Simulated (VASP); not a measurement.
# GaSb (F-43m) in VASP: notebook

GaSb is run at these levels: LDA; tasks: single point.

Program: VASP 6.6.1. These are calculated values, not measurements. Logs are shortened: lines on timing, memory, paths and dates and some standing lists are left out, and cuts for length are marked.

**What was measured.**

A printed reference work, data compilation reports, for a bulk crystal of GaSb at 4.2 K: band gap 0.811 eV (direct).

The runs below are set against these values where they give the same quantity.

## 1. The cell of the first run

Symmetry: F-43m, No. 216, cubic system. Conventional cell: a = 5.993 Å, b = 5.993 Å, c = 5.993 Å, α = 90.00°, β = 90.00°, γ = 90.00°. Ga (site symmetry -43m) has 4 Sb at 2.60 Å within 3.4 Å. Sb (site symmetry -43m) has 4 Ga at 2.60 Å within 3.4 Å.

## 2. Single point, LDA

Contents of INCAR:

```
SYSTEM = GaSb
PREC = Accurate ; ENCUT = 500
EDIFF = 1E-6 ; ISMEAR = 1
SIGMA = 0.0388 ; LREAL = .False.
LASPH = .True. ; NELM = 120
ALGO = Normal ; ISIF = 2
LWAVE = .False. ; LCHARG = .False.
NBANDS = 16 ; GGA_COMPAT = .False.
```

Contents of KPOINTS:

```
Automatic mesh
0
Gamma
  6 6 6
  0 0 0
```

Contents of POSCAR:

```
GaSb
1.0
    0.0000000000      2.9965539066      2.9965539066
    2.9965539066      0.0000000000      2.9965539066
    2.9965539066      2.9965539066      0.0000000000
Ga Sb
1 1
Direct
    0.0000000000      0.0000000000      0.0000000000
    0.2500000000      0.2500000000      0.2500000000
```

Potentials or basis: VASP PAW LDA potentials, release 64 (Ga_d, Sb).

Started as:

```sh
$ cat potpaw_LDA.64/Ga_d/POTCAR potpaw_LDA.64/Sb/POTCAR > POTCAR
$ mpirun -np 1 vasp_std > vasp.out
```

OUTCAR:

```text
SYSTEM = GaSb
   PREC = Accurate
   ENCUT = 500
   EDIFF = 1E-6
   ISMEAR = 1
   LREAL = .False.
   LASPH = .True.
   NELM = 120
   ISIF = 2

 ion  position               nearest neighbor table
   1  0.000  0.000  0.000-   2 2.60   2 2.60   2 2.60   2 2.60
   2  0.250  0.250  0.250-   1 2.60   1 2.60   1 2.60   1 2.60

  LATTYP: Found a face centered cubic cell.
 ALAT       =     5.9931078132

  Lattice vectors:

 A1 = (   0.0000000000,   2.9965539066,   2.9965539066)
 A2 = (   2.9965539066,   0.0000000000,   2.9965539066)
 A3 = (   2.9965539066,   2.9965539066,   0.0000000000)

Analysis of symmetry for initial positions (statically):
=====================================================================
 Subroutine PRICEL returns:
 Original cell was already a primitive cell.

 Routine SETGRP: Setting up the symmetry group for a
 face centered cubic supercell.

 Subroutine GETGRP returns: Found 24 space group operations
 (whereof 24 operations were pure point group operations)
 out of a pool of 48 trial point group operations.

The static configuration has the point symmetry T_d .

Analysis of symmetry for dynamics (positions and initial velocities):
=====================================================================
 Subroutine PRICEL returns:
 Original cell was already a primitive cell.

 Routine SETGRP: Setting up the symmetry group for a
 face centered cubic supercell.

 Subroutine GETGRP returns: Found 24 space group operations
 (whereof 24 operations were pure point group operations)
 out of a pool of 48 trial point group operations.

The dynamic configuration has the point symmetry T_d .

 Subroutine INISYM returns: Found 24 space group operations
 (whereof 24 operations are pure point group operations),
 and found     1 'primitive' translations

----------------------------------------------------------------------------------------

                                     Primitive cell

  volume of cell :      53.8141

  direct lattice vectors                    reciprocal lattice vectors
     0.000000000  2.996553907  2.996553907    -0.166858336  0.166858336  0.166858336
     2.996553907  0.000000000  2.996553907     0.166858336 -0.166858336  0.166858336
     2.996553907  2.996553907  0.000000000     0.166858336  0.166858336 -0.166858336

  length of vectors
     4.237767175  4.237767175  4.237767175     0.289007116  0.289007116  0.289007116

  position of ions in fractional coordinates (direct lattice)
     0.000000000  0.000000000  0.000000000
     0.250000000  0.250000000  0.250000000
[... 68 lines left out ...]
   EDIFF  = 0.1E-05   stopping-criterion for ELM
   LREAL  =      F    real-space projection
   EDIFFG = 0.1E-04   stopping-criterion for IOM
   NSW    =      0    number of steps for IOM
   IBRION =     -1    ionic relax: 0-MD 1-quasi-New 2-CG
   NFREE  =      0    steps in history (QN), initial steepest desc. (CG)
   ISIF   =      2    stress and relaxation
   ISYM   =      2    0-nonsym 1-usesym 2-fastsym
   POTIM  = 0.5000    time-step for ionic-motion
   TEBEG  =    0.0;   TEEND  =   0.0 temperature during run
   PSTRESS=    0.0 pullay stress
   NELECT =      18.0000    total number of electrons
   NUPDOWN=      -1.0000    fix difference up-down
   EMIN   =  10.00;   EMAX   =-10.00  energy-range for DOS
   EFERMI =   0.00;   METHOD = LEGACY
   ISMEAR =     1;   SIGMA  =   0.04  broadening in eV -4-tet -1-fermi 0-gaus
   EFERMI_NEDOS =   21; number of points for ismear=-14 and -15
   IALGO  =     38    algorithm
   IMIX   =      4    mixing-type and parameters
     AMIX     =   0.40;   BMIX     =  1.00
     AMIX_MAG =   1.60;   BMIX_MAG =  1.00
  volume/ion in A,a.u.               =      26.91       181.58
  Fermi-wavevector in a.u.,A,eV,Ry     =   1.136406  2.147496 17.570821  1.291419
  Thomas-Fermi vector in A             =   2.273111
   LORBIT       =      0    0 simple, 1 ext, 2 COOP (PROOUT), +10 PAW based schemes
   GGA     = CA    functional components
   LHFCALC =     F    Hartree Fock is set to
   AEXX    =    0.0000 exact exchange contribution
   IVDW    =     0    specifies the selected vdW correction
   LEPSILON=     F    determine dielectric tensor
   LRPA    =     F    only Hartree local field effects (RPA)
 non-spin polarized calculation
 Methfessel and Paxton  Order N= 1 SIGMA  =   0.04
  energy-cutoff  :      500.00
  volume of cell :       53.81
 maximum number of plane-waves:      1380
   NGX = 15   NGY = 15   NGZ = 15

 number of electron      18.0000008 magnetization

 Free energy of the ion-electron system (eV)
  ---------------------------------------------------
  ext. energy  EPLUGINS =         0.00000000
  ---------------------------------------------------
  free energy    TOTEN  =        -8.63045444 eV

  energy without entropy =       -8.63048568  energy(sigma->0) =       -8.63046485

 E-fermi :   5.3806     XC(G=0):  -9.6618

 val. band max:        5.3479311461   @ k =   0.0000   0.0000   0.0000
 cond. band min:       5.6693717778   @ k =   0.0000   0.0000   0.0000
 fundamental gap:      0.3214406317
 Fermi energy:         5.3805960616

 k-point     1 :       0.0000    0.0000    0.0000
  band No.  band energies     occupation
      1      -9.9430      2.00000
      2      -9.9430      2.00000
      3      -9.9430      2.00000
      4      -9.8839      2.00000
      5      -9.8839      2.00000
      6      -6.6165      2.00000
[... 281 lines left out ...]
      3      -9.9147      2.00000
      4      -9.8940      2.00000
      5      -9.8823      2.00000
      6      -3.8667      2.00000
[... 8 lines left out ...]
     15      15.5888      0.00000
     16      16.8333      0.00000

------------------------ aborting loop because EDIFF is reached ----------------------------------------

  FORCE on cell =-STRESS in cart. coord.  units (eV):
  Direction    XX          YY          ZZ          XY          YZ          ZX
  --------------------------------------------------------------------------------------
  -------------------------------------------------------------------------------------
  Total        0.6153392      0.6153392      0.6153392      0.0000000      0.0000000     -0.0000000
  in kB       18.3201439     18.3201439     18.3201439      0.0000000      0.0000000     -0.0000000
  external PRESSURE =      18.3201439 kB  Pullay stress =       0.0000000 kB

 VOLUME and BASIS-vectors are now :
 -----------------------------------------------------------------------------
  energy-cutoff  :      500.00
  volume of cell :       53.81
      direct lattice vectors                 reciprocal lattice vectors
     0.000000000  2.996553907  2.996553907    -0.166858336  0.166858336  0.166858336
     2.996553907  0.000000000  2.996553907     0.166858336 -0.166858336  0.166858336
     2.996553907  2.996553907  0.000000000     0.166858336  0.166858336 -0.166858336

 POSITION                                       TOTAL-FORCE (eV/Angst)
 -----------------------------------------------------------------------------------
      0.00000      0.00000      0.00000         0.000000      0.000000      0.000000
      1.49828      1.49828      1.49828        -0.000000     -0.000000     -0.000000
 -----------------------------------------------------------------------------------
    total drift:                                0.000001      0.000001      0.000001

  FREE ENERGIE OF THE ION-ELECTRON SYSTEM (eV)
  ---------------------------------------------------
  free  energy   TOTEN  =        -8.6304544390 eV

  energy  without entropy=       -8.6304856832  energy(sigma->0) =       -8.63046485
```

stdout:

```text
POSCAR found type information on POSCAR GaSb
 POSCAR found :  2 types and       2 ions
 scaLAPACK will be used
 LDA part: xc-table for (Slater(with rela. corr.)+CA(PZ))
 , standard interpolation
 POSCAR, INCAR and KPOINTS ok, starting setup
 FFT: planning ... GRIDC
 FFT: planning ... GRID_SOFT
 FFT: planning ... GRID
 WAVECAR not read
 entering main loop
```

Wall time 6.8 s (1 thread of Intel Xeon Platinum 8488C (Sapphire Rapids), shared host); peak memory 0.15 GiB.

Results:

```
Free energy            : -8.6305 eV
Pressure               : 1.8 GPa
Band gap on the k mesh : 0.32 eV, direct
```

Levels at points of the mesh, in eV from the valence-band top:
```csv
k point,band 7,band 8,band 9,band 10,band 11,band 12
"(0.00, 0.00, 0.00)",0.00,0.00,0.00,0.32,2.72,2.72
"(0.50, 0.00, 0.00)",-6.73,-1.26,-1.26,0.43,3.71,3.71
"(0.50, 0.50, 0.00)",-7.15,-2.80,-2.80,0.75,1.04,8.98
```

Caveat: spin-orbit coupling is left out, which moves the levels of the heavy elements.

## 3. Single point, LDA

This run uses another cell than the first one, of 27.77 Å³/atom, 1.032 times its volume.

Contents of INCAR:

```
ALGO = Normal
EDIFF = 1E-6
ENCUT = 500
GGA = CA
GGA_COMPAT = False
ISIF = 2
ISMEAR = 1
LASPH = True
LCHARG = False
LREAL = False
LWAVE = False
NBANDS = 16
NELM = 120
PREC = Accurate
SIGMA = 0.05
```

Contents of KPOINTS:

```
k-points
0
Gamma
  6 6 6
```

Contents of POSCAR:

```
GaSb
1.0
    0.0000000000      3.0280988974      3.0280988974
    3.0280988974      0.0000000000      3.0280988974
    3.0280988974      3.0280988974      0.0000000000
Ga Sb
1 1
Direct
    0.0000000000      0.0000000000      0.0000000000
    0.2500000000      0.2500000000      0.2500000000
```

Potentials or basis: VASP PAW LDA potentials, release 64 (Ga_d, Sb).

Started as:

```sh
$ cat potpaw_LDA.64/Ga_d/POTCAR potpaw_LDA.64/Sb/POTCAR > POTCAR
$ mpirun -np 1 vasp_std > vasp.out
```

Run time: 7 s. Hardware: 1 thread of Intel Xeon Platinum 8488C (Sapphire Rapids), shared host; peak memory 0.15 GiB.

It converged, with:

- Free energy: -8.6398 eV
- Pressure: -0.1 GPa
- Band gap on the k mesh: 0.09 eV, direct

Levels at points of the mesh, in eV from the valence-band top:
| k point | band 5 | band 6 | band 7 | band 8 | band 9 | band 10 | band 11 | band 12 | band 13 | band 14 |
| --- | --- | --- | --- | --- | --- | --- | --- | --- | --- | --- |
| (0.00, 0.00, 0.00) | -15.17 | -11.73 | 0.00 | 0.00 | 0.00 | 0.09 | 2.73 | 2.73 | 2.73 | 5.63 |
| (0.50, 0.00, 0.00) | -15.17 | -10.03 | -6.56 | -1.21 | -1.21 | 0.36 | 3.71 | 3.71 | 6.29 | 9.38 |
| (0.50, 0.50, 0.00) | -15.16 | -9.16 | -7.00 | -2.69 | -2.69 | 0.79 | 1.10 | 8.77 | 8.77 | 10.16 |

Caveat: spin-orbit coupling is left out, which moves the levels of the heavy elements.

## 4. Single point, LDA

This run uses another cell than the first one, of 28.62 Å³/atom, 1.064 times its volume.

Contents of INCAR:

```
PREC     = Accurate       # precision mode
ENCUT    = 500            # plane-wave cutoff, eV
EDIFF    = 1E-6           # SCF threshold, eV
ISMEAR   = 1              # smearing method
SIGMA    = 0.05           # smearing width, eV
LREAL    = False          # projectors in reciprocal space
LASPH    = True           # aspherical terms in the spheres
NELM     = 120            # most SCF steps
ALGO     = Normal         # electronic algorithm
ISIF     = 2              # what is computed and relaxed
LWAVE    = False          # write WAVECAR
LCHARG   = False          # write CHGCAR
NBANDS   = 16             # bands
GGA_COMPAT= False
```

Contents of KPOINTS:

```
Automatic mesh
0
Gamma
  6 6 6
```

Contents of POSCAR:

```
GaSb
1.0
    0.0000000000      3.0590000000      3.0590000000
    3.0590000000      0.0000000000      3.0590000000
    3.0590000000      3.0590000000      0.0000000000
Ga Sb
1 1
Direct
    0.0000000000      0.0000000000      0.0000000000
    0.2500000000      0.2500000000      0.2500000000
```

Started as:

```sh
$ cat potpaw_LDA.64/Ga_d/POTCAR potpaw_LDA.64/Sb/POTCAR > POTCAR
$ mpirun -np 1 vasp_std > vasp.out
```

It took 5.9 s on 1 thread of Intel Xeon Platinum 8488C (Sapphire Rapids), shared host; peak memory 0.15 GiB.

Results (log left out):

- Free energy: -8.6319 eV
- Pressure: -1.5 GPa
- Band gap on the k mesh: zero (filled and empty bands touch)

Levels at points of the mesh, in eV from the Fermi level:
| k point | band 6 | band 7 | band 8 | band 9 | band 10 | band 11 | band 12 | band 13 |
| --- | --- | --- | --- | --- | --- | --- | --- | --- |
| (0.00, 0.00, 0.00) | -11.53 | -0.14 | -0.01 | -0.01 | -0.01 | 2.73 | 2.73 | 2.73 |
| (0.50, 0.00, 0.00) | -9.91 | -6.42 | -1.16 | -1.16 | 0.28 | 3.70 | 3.70 | 6.29 |
| (0.50, 0.50, 0.00) | -9.08 | -6.86 | -2.59 | -2.59 | 0.82 | 1.15 | 8.56 | 8.56 |

Caveat: spin-orbit coupling is left out, which moves the levels of the heavy elements.

## 5. Single point, LDA

This run uses another cell than the first one, of 29.48 Å³/atom, 1.096 times its volume.

Contents of INCAR:

```
ALGO = Normal ; EDIFF = 1E-6
ENCUT = 500 ; GGA_COMPAT = F
ISIF = 2 ; ISMEAR = 1
LASPH = T ; LCHARG = T
LELF = T ; LREAL = F
LVHAR = T ; LWAVE = F
NBANDS = 16 ; NELM = 120
PREC = Accurate ; SIGMA = 0.05
```

Contents of KPOINTS:

```
k-points
0
Gamma
  6 6 6
```

Contents of POSCAR:

```
GaSb
1.0
    0.0000000000      3.0892890986      3.0892890986
    3.0892890986      0.0000000000      3.0892890986
    3.0892890986      3.0892890986      0.0000000000
Ga Sb
1 1
Direct
    0.0000000000      0.0000000000      0.0000000000
    0.2500000000      0.2500000000      0.2500000000
```

Started as:

```sh
$ cat potpaw_LDA.64/Ga_d/POTCAR potpaw_LDA.64/Sb/POTCAR > POTCAR
$ mpirun -np 1 vasp_std > vasp.out
```

It took 6.5 s on 1 thread of Intel Xeon Platinum 8488C (Sapphire Rapids), shared host; peak memory 0.15 GiB.

The run converged. Its results:

- Free energy: -8.6089 eV
- Pressure: -2.8 GPa
- Band gap on the k mesh: zero (filled and empty bands touch)

Levels at points of the mesh, in eV from the Fermi level:
```csv
k point,band 5,band 6,band 7,band 8,band 9,band 10,band 11,band 12,band 13,band 14
"(0.00, 0.00, 0.00)",-15.06,-11.33,-0.34,-0.01,-0.01,-0.01,2.74,2.74,2.74,5.56
"(0.50, 0.00, 0.00)",-15.06,-9.78,-6.28,-1.12,-1.12,0.22,3.70,3.70,6.31,8.99
"(0.50, 0.50, 0.00)",-15.06,-9.00,-6.73,-2.49,-2.49,0.84,1.20,8.37,8.37,9.64
```

Caveat: spin-orbit coupling is left out, which moves the levels of the heavy elements.

## 6. Single point, LDA

This run uses another cell than the first one, of 30.34 Å³/atom, 1.128 times its volume.

Contents of INCAR:

```
SYSTEM = GaSb
PREC     = Accurate       ! precision mode
ENCUT    = 500            ! plane-wave cutoff, eV
EDIFF    = 1E-6           ! SCF threshold, eV
ISMEAR   = 1              ! smearing method
SIGMA    = 0.05           ! smearing width, eV
LREAL    = .FALSE.        ! projectors in reciprocal space
LASPH    = .TRUE.         ! aspherical terms in the spheres
NELM     = 120            ! most SCF steps
ALGO     = Normal         ! electronic algorithm
ISIF     = 2              ! what is computed and relaxed
LWAVE    = .FALSE.        ! write WAVECAR
LCHARG   = .FALSE.        ! write CHGCAR
GGA      = CA             ! functional
NBANDS   = 16             ! bands
GGA_COMPAT= .FALSE.
```

Contents of KPOINTS:

```
Automatic mesh
0
G
  6 6 6
  0 0 0
```

Contents of POSCAR:

```
GaSb
1.0
    0.0000000000      3.1189956238      3.1189956238
    3.1189956238      0.0000000000      3.1189956238
    3.1189956238      3.1189956238      0.0000000000
Ga Sb
1 1
Direct
    0.0000000000      0.0000000000      0.0000000000
    0.2500000000      0.2500000000      0.2500000000
```

Potentials or basis: VASP PAW LDA potentials, release 64 (Ga_d, Sb).

Started as:

```sh
$ cat potpaw_LDA.64/Ga_d/POTCAR potpaw_LDA.64/Sb/POTCAR > POTCAR
$ mpirun -np 1 vasp_std > vasp.out
```

It took 6 s on 1 thread of Intel Xeon Platinum 8488C (Sapphire Rapids), shared host; peak memory 0.15 GiB.

It converged, with:

```
Free energy            : -8.5727 eV
Pressure               : -3.9 GPa
Band gap on the k mesh : zero (filled and empty bands touch)
```

Levels at points of the mesh, in eV from the Fermi level:
```
           k point  band 7  band 8  band 9  band 10  band 11  band 12
(0.00, 0.00, 0.00)   -0.54   -0.01   -0.01    -0.01     2.74     2.74
(0.50, 0.00, 0.00)   -6.15   -1.07   -1.07     0.17     3.69     3.69
(0.50, 0.50, 0.00)   -6.61   -2.39   -2.39     0.87     1.25     8.19
```

Caveat: spin-orbit coupling is left out, which moves the levels of the heavy elements.

## 7. The runs side by side

```csv
cell,smearing,gap on the mesh (eV),pressure (GPa)
"a = 4.238 Å, angles 60.0°, 2 atoms",methfessel-paxton 0.0388 eV,0.32,1.8
"a = 4.282 Å, angles 60.0°, 2 atoms",methfessel-paxton 0.05 eV,0.09,-0.1
"a = 4.326 Å, angles 60.0°, 2 atoms",methfessel-paxton 0.05 eV,none,-1.5
"a = 4.369 Å, angles 60.0°, 2 atoms",methfessel-paxton 0.05 eV,none,-2.8
"a = 4.411 Å, angles 60.0°, 2 atoms",methfessel-paxton 0.05 eV,none,-3.9
```

Alike in all rows: task single point; level LDA; potentials or basis VASP PAW LDA potentials, release 64 (Ga_d, Sb); no spin polarisation; k mesh 6 × 6 × 6; cutoff (eV) 500.

Caveats: spin-orbit coupling is left out, which moves the levels of the heavy elements.

Absolute energies hang on the potentials; compare differences alone.

## 8. Against experiment

Step 2. Measured gap of GaSb: 0.811 eV (direct; 4.2 K; a printed reference work, data compilation). This calculation gives 0.32 eV (-0.49 eV). Spin-orbit coupling on Ga, Sb is left out. The value is that of LDA on a finite k mesh, which can miss the band edges, without temperature or zero-point motion. Semilocal functionals fall short of measured gaps as a rule.

Step 3. Measured gap of GaSb: 0.811 eV (direct; 4.2 K; a printed reference work, data compilation). This calculation gives 0.09 eV (-0.72 eV). Spin-orbit coupling on Ga, Sb is left out. The value is that of LDA on a finite k mesh, which can miss the band edges, without temperature or zero-point motion. Semilocal functionals fall short of measured gaps as a rule.

Step 4. Against the measured gap of GaSb, 0.811 eV (direct; 4.2 K; a printed reference work, data compilation), the calculated 0.00 eV is off by -0.81 eV. Spin-orbit coupling on Ga, Sb is left out. The value is that of LDA on a finite k mesh, which can miss the band edges, without temperature or zero-point motion. Semilocal functionals fall short of measured gaps as a rule.

Step 5. A measured gap of GaSb is 0.811 eV (direct; 4.2 K; a printed reference work, data compilation); the calculated 0.00 eV misses it by -0.81 eV. Spin-orbit coupling on Ga, Sb is left out. The value is that of LDA on a finite k mesh, which can miss the band edges, without temperature or zero-point motion. Semilocal functionals fall short of measured gaps as a rule.
